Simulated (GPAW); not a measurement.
## Magnetic state of Co2 Re5 Co2 0001 from several starts

A self-consistent run ends on one state, which hangs on the start. Several orders of Co2 Re5 Co2 0001 are started in GPAW and their energies compared.

Method: PBE; plane waves with GPAW's PAW setups, scalar-relativistic, in GPAW 26.7.0.

### Step 1. The starting structure

The cell holds 9 atoms: 4 Co and 5 Re. Its edges and angles: a = 2.761 Å, b = 2.761 Å, c = 28.177 Å, α = 90.0°, β = 90.0°, γ = 120.0°. ideal sites on the substrate's mesh, layer spacings from atomic volumes, unrelaxed, 12 A of vacuum. Vacuum lies along c.

### Step 2. Order 1, typed as ferro ++++

The parallel start comes first: it fits the smallest cell, keeps the most symmetry and shows whether parallel moments form.

order1.py reads:

```python
import json
import numpy as np
from ase import Atoms
from ase.parallel import paropen, parprint
from gpaw import GPAW

atoms = Atoms(['Co', 'Co', 'Re', 'Re', 'Re', 'Re', 'Re', 'Co', 'Co'],
    cell=[[2.761, 0.0, 0.0],
         [-1.3805, 2.391096, 0.0],
         [0.0, 0.0, 28.177366]],
    scaled_positions=[[0.0, 0.0, 0.212937],
         [0.333333, 0.666667, 0.272607],
         [0.0, 0.0, 0.341954],
         [0.333333, 0.666667, 0.420977],
         [0.0, 0.0, 0.5],
         [0.333333, 0.666667, 0.579023],
         [0.0, 0.0, 0.658046],
         [0.333333, 0.666667, 0.727393],
         [0.0, 0.0, 0.787063]],
    pbc=True,
    magmoms=[1.8, 1.8, 0.0, 0.0, 0.0, 0.0, 0.0, 1.8, 1.8])
atoms.calc = GPAW(mode={'name': 'pw', 'ecut': 450},
    xc='PBE',
    kpts={'size': (20, 20, 1), 'gamma': True},
    occupations={'name': 'fermi-dirac', 'width': 0.05},
    convergence={'density': 1e-05, 'energy': 1e-05},
    maxiter=200,
    mixer={'name': 'pulay', 'beta': 0.03, 'nmaxold': 8, 'weight': 100},
    symmetry={'tolerance': 1e-4},
    txt='order1.txt')
e = atoms.get_potential_energy(force_consistent=True)
res = {'free_energy': e, 'energy_sigma0': atoms.get_potential_energy(), 'fermi_energy': atoms.calc.get_fermi_level()}
res['moments'] = atoms.get_magnetic_moments().tolist()
res['total'] = atoms.get_magnetic_moment()
parprint('site moments (muB):', np.round(res['moments'], 3))
parprint(f"total moment: {res['total']:.3f} muB")
parprint(f'free energy: {e:.6f} eV')
atoms.calc.write('order1.gpw')
with paropen('results.json', 'w') as f:
    json.dump(res, f)
```

On the command line:

```sh
$ OMP_NUM_THREADS=1 mpirun -n 4 gpaw python order1.py > order1.log
```

Numbers of over 12 decimals in the logs are rounded to 6 here.

What it wrote:

```text
site moments (muB): [ 1.876  1.336 -0.071  0.016 -0.033  0.016 -0.071  1.336  1.876]
total moment: 6.194 muB
free energy: -87.730837 eV

--- order1.txt ---
Input parameters:
  mode=PW(ecut=450),
  convergence={'density': 1e-05, 'energy': 1e-05},
  kpts=MonkhorstPack(size=(20, 20, 1), gamma=True),
  maxiter=200,
  mixer=Pulay(name='pulay', nmaxold=8, beta=0.03, weight=100, sigma=0.015, g_ss=None),
  occupations=Occupations(name='fermi-dirac', width=0.05),
  symmetry=Symmetry(tolerance=0.0001),
  xc=XC(name='PBE')

Diagonalizing LCAO Hamiltonian
Converting LCAO to pw mode

       Co

        Co

       Re

        Re

       Re

        Re

       Re

        Co

       Co

Atoms  # Å, Bohr magnetons
|   | symbol |         x |        y |         z |    initial magnetic moments |
|---|--------|-----------|----------|-----------|-----------------------------|
| 0 |     Co |  0.000000 | 0.000000 |  6.000004 | ( 0.0000,  0.0000,  1.8000) |
| 1 |     Co | -0.000001 | 1.594065 |  7.681347 | ( 0.0000,  0.0000,  1.8000) |
| 2 |     Re |  0.000000 | 0.000000 |  9.635363 | ( 0.0000,  0.0000,  0.0000) |
| 3 |     Re | -0.000001 | 1.594065 | 11.862023 | ( 0.0000,  0.0000,  0.0000) |
| 4 |     Re |  0.000000 | 0.000000 | 14.088683 | ( 0.0000,  0.0000,  0.0000) |
| 5 |     Re | -0.000001 | 1.594065 | 16.315343 | ( 0.0000,  0.0000,  0.0000) |
| 6 |     Re |  0.000000 | 0.000000 | 18.542003 | ( 0.0000,  0.0000,  0.0000) |
| 7 |     Co | -0.000001 | 1.594065 | 20.496019 | ( 0.0000,  0.0000,  1.8000) |
| 8 |     Co |  0.000000 | 0.000000 | 22.177362 | ( 0.0000,  0.0000,  1.8000) |

Unit cell  # Å
| periodic |         x |        y |         z |   lengths |     angles |
|----------|-----------|----------|-----------|-----------|------------|
|      yes |  2.761000 | 0.000000 |  0.000000 |  2.761000 |  90.000000 |
|      yes | -1.380500 | 2.391096 |  0.000000 |  2.761000 |  90.000000 |
|      yes |  0.000000 | 0.000000 | 28.177366 | 28.177366 | 120.000001 |

Number of symmetries: 12

BZ-sampling:
  Number of BZ points: 400
  Number of IBZ points: 44

  Monkhorst-Pack size: [20, 20, 1]
  Monkhorst-Pack shift: [0.025, 0.025, 0.0]

K-points  # in reciprocal-cell coordinates
|     |                                coordinates |     weight |
|-----|--------------------------------------------|------------|
|   0 | ( -0.00000000,  -0.00000000,   0.00000000) | 0.00250000 |
|   1 | (  0.05000000,  -0.00000000,   0.00000000) | 0.01500000 |
|   2 | (  0.10000000,  -0.05000000,   0.00000000) | 0.01500000 |
|   3 | (  0.10000000,  -0.00000000,   0.00000000) | 0.01500000 |
|   4 | (  0.15000000,  -0.05000000,   0.00000000) | 0.03000000 |
|   5 | (  0.15000000,  -0.00000000,   0.00000000) | 0.01500000 |
|   6 | (  0.20000000,  -0.10000000,   0.00000000) | 0.01500000 |
|   7 | (  0.20000000,  -0.05000000,   0.00000000) | 0.03000000 |
|   8 | (  0.20000000,  -0.00000000,   0.00000000) | 0.01500000 |
|   9 | (  0.25000000,  -0.10000000,   0.00000000) | 0.03000000 |
| ... |                                            |            |
|  43 | (  0.50000000,   0.50000000,   0.00000000) | 0.00750000 |

Plane wave coefficients: 4060
Cutoff: 450.000000 eV

Spin-components: 2 (collinear spins)
Bands:           69
Projectors:      54
Spin-degeneracy: 1
Datatype:        complex128

Parallelization:
  kpt:    4
  domain: 1
  band:   1

Density:
  Valence electrons: 101.0
  Components: 2
  Grid points: [ 14  14 140]
  Charge: 0.0  # |e|

Potential:
  Grid points: [ 14  14 140]

species:
  Co:
    name:    Cobalt
    Z:       27.0
    valence: 9
    core:    18
    charge:  0.0  # [|e|]
    compensation charges:
      type: gauss
      rc: 0.32  # [Å]
      lmax: 2
    cutoffs:
      filter: 1.87  # [Å]
      core: 2.55  # [Å]
    projectors
    | kind |    occ | energy [eV] | rcut [Å] |
    |------|--------|-------------|----------|
    |   4s |  2.000 |      -5.469 |    1.005 |
    |   4p |  0.000 |      -1.277 |    1.058 |
    |   3d |  7.000 |      -8.205 |    1.005 |
    |    s |        |      21.742 |    1.005 |
    |    p |        |      25.934 |    1.058 |
    |    d |        |      19.007 |    1.005 |

    Using partial waves for Co as LCAO basis

  Re:
    name:    Rhenium
    Z:       75.0
    valence: 13
    core:    62
    charge:  0.0  # [|e|]
    compensation charges:
      type: gauss
      rc: 0.42  # [Å]
      lmax: 2
    cutoffs:
      filter: 2.40  # [Å]
      core: 2.76  # [Å]
    projectors
    | kind |    occ | energy [eV] | rcut [Å] |
    |------|--------|-------------|----------|
    |   6s |  2.000 |      -5.924 |    1.376 |
    |   5p |  6.000 |     -47.045 |    1.376 |
    |   6p |  0.000 |      -1.325 |    1.376 |
    |   5d |  5.000 |      -5.383 |    1.307 |
    |    s |        |      21.287 |    1.376 |
    |    d |        |      21.828 |    1.307 |

    Using partial waves for Re as LCAO basis

Reference energy: -2420048.617202  # eV

eigensolver:
  PPCG
  Converge bands: occupied
  niter=2

density mixing:
  Pulay-Mixer
  Linear mixing parameters: 0.03
  Old densities: 8
  Fourier metric: weight=100, sigma=0.015

occupation numbers:
  Fermi-Dirac:
    width: 0.0500  # eV

poisson solver:
  ecut: 3600.000000  # eV

xc functional:
  name: PBE with 2 nearest neighbor stencil

convergence criteria:
- Maximum integral of absolute [dens]ity change: 1e-05 electrons / valence electron
- Maximum [total energy] change in last 3 cyles: 1e-05 eV / valence electron
- Maximum integral of absolute [eigenst]ate change: 4e-08 eV^2 / valence electron
maximum number of iterations: 200

SCF iterations
|iter     |      energy | eigst |  dens |  magmom |
|---------|-------------|-------|-------|---------|
|iter:   1|       0s |  -94.543618 | +0.34 |       |  +7.2084|
|iter:   2|      12s | -147.792492 | +0.02 | -0.73 |  +7.0515|
|iter:   3|      24s |  -89.416663 | -0.59 | -0.46 |  +7.0186|
|iter:   4|      36s |  -89.103437 | -1.92 | -1.12 |  +7.0000|
|iter:   5|      48s |  -88.597247 | -2.03 | -1.14 |  +6.9185|
|iter:   6|      60s |  -88.161590 | -1.55 | -1.18 |  +6.7297|
|iter:   7|      72s |  -87.764129 | -1.87 | -1.29 |  +6.6161|
|iter:   8|      84s |  -87.790447 | -2.81 | -1.37 |  +6.6125|
|iter:   9|      96s |  -87.521855 | -1.99 | -1.36 |  +6.4797|
|iter:  10|     108s |  -87.536862 | -2.81 | -1.63 |  +6.4199|
[... 27 iterations left out ...]
|iter:  38|     434s |  -87.691069c| -7.56c| -4.32 |  +6.1934|
|iter:  39|     439s |  -87.691070c| -7.72c| -4.45 |  +6.1936|
|iter:  40|     445s |  -87.691071c| -7.72c| -4.50 |  +6.1937|
|iter:  41|     451s |  -87.691071c| -7.96c| -4.58 |  +6.1937|
|iter:  42|     456s |  -87.691071c| -8.20c| -4.60 |  +6.1937|
|iter:  43|     462s |  -87.691071c| -8.26c| -4.61 |  +6.1937|
|iter:  44|     467s |  -87.691072c| -8.07c| -4.65 |  +6.1937|
|iter:  45|     473s |  -87.691072c| -8.29c| -4.75 |  +6.1937|
|iter:  46|     478s |  -87.691073c| -8.05c| -4.81 |  +6.1938|
|iter:  47|     484s |  -87.691073c| -8.24c| -5.02c|  +6.1937|

Converged in 47 steps
Energy contributions relative to reference atoms: (reference = -2420048.617202)

Energy contributions:
  Kinetic:          58.071389
  Coulomb:         -59.644867
  Zero:              1.209657
  External:          0.000000
  Xc:              -87.287488
  Entropy:          -0.079527
  Spinorbit:         0.000000
  ----------------------------
  Free energy:     -87.730837
  Extrapolated:    -87.691073

dipole moment: (-33.003087, -31.039513, -0.000052)  # |e|*Ang

Total magnetic moment: (0.000000, 0.000000, 6.193746)

Local magnetic moments
|        x |        y |         z |
|----------|----------|-----------|
| 0.000000 | 0.000000 |  1.875801 |  # Co   0
| 0.000000 | 0.000000 |  1.336500 |  # Co   1
| 0.000000 | 0.000000 | -0.071161 |  # Re   2
| 0.000000 | 0.000000 |  0.016341 |  # Re   3
| 0.000000 | 0.000000 | -0.033110 |  # Re   4
| 0.000000 | 0.000000 |  0.016341 |  # Re   5
| 0.000000 | 0.000000 | -0.071161 |  # Re   6
| 0.000000 | 0.000000 |  1.336500 |  # Co   7
| 0.000000 | 0.000000 |  1.875801 |  # Co   8

Fermi level: 6.627
Eigenvalues  # (at kpt = [-0.000, -0.000, 0.000])
| band index |      eig [eV] | occ [0-1] |      eig [eV] | occ [0-1] |
|------------|---------------|-----------|---------------|-----------|
|          0 |       -35.688 |     1.000 |       -35.702 |     1.000 |
|        ... |               |           |               |           |
|         48 |         5.199 |     1.000 |         6.516 |     0.902 |
|         49 |         5.240 |     1.000 |         6.537 |     0.856 |
|         50 |         5.240 |     1.000 |         6.551 |     0.820 |
|         51 |         5.634 |     1.000 |         6.551 |     0.820 |
|         52 |         5.634 |     1.000 |         6.619 |     0.539 |
|         53 |         6.017 |     1.000 |         6.619 |     0.539 |
|         54 |         6.017 |     1.000 |         7.253 |     0.000 |
|         55 |         6.093 |     1.000 |         7.253 |     0.000 |
|         56 |         6.094 |     1.000 |         7.430 |     0.000 |
|         57 |         6.277 |     0.999 |         7.430 |     0.000 |
|         58 |         7.318 |     0.000 |         7.605 |     0.000 |
|         59 |         7.318 |     0.000 |         7.605 |     0.000 |
|         60 |         7.865 |     0.000 |         8.026 |     0.000 |
|         61 |         8.040 |     0.000 |         8.182 |     0.000 |
|         62 |         8.190 |     0.000 |         8.314 |     0.000 |
|         63 |         8.190 |     0.000 |         8.314 |     0.000 |
|        ... |               |           |               |           |
|         68 |         9.971 |     0.000 |         9.967 |     0.000 |

No gap
No difference between direct/indirect transitions
```

It took 8.4 min on 4 MPI ranks of Arm Neoverse V1, shared host; peak memory 1.3 GiB.

Spin moment in the augmentation sphere by atom:

| atom | spin moment in the augmentation sphere (μB) |
| --- | --- |
| Co1 | 1.88 |
| Co2 | 1.34 |
| Re3 | -0.07 |
| Re4 | 0.02 |
| Re5 | -0.03 |
| Re6 | 0.02 |
| Re7 | -0.07 |
| Co8 | 1.34 |
| Co9 | 1.88 |

Numbers from this step:

```yaml
magnetization: 6.194 μB
final_state: ferromagnetic
```

After 47 cycles the largest moment stands at 1.88 μB.

[end of part 1 of 2]

[Logs and program files are shortened in this print: banners, set-up blocks, solver, clock and traceback lines can be left out without a mark of their own.]

[Logs are printed without paths, hosts, clocks, repeated set-up lines and the standing remarks that a program may print on its own settings, such as how far it seeks lower states.]

[Hosts, paths, dates, database ids (printed as entryN), source tags and the programs' standing remarks are cut or masked in the printed files.]

[Where a cell is said to come from a database of computed structures, the database is the Materials Project.]
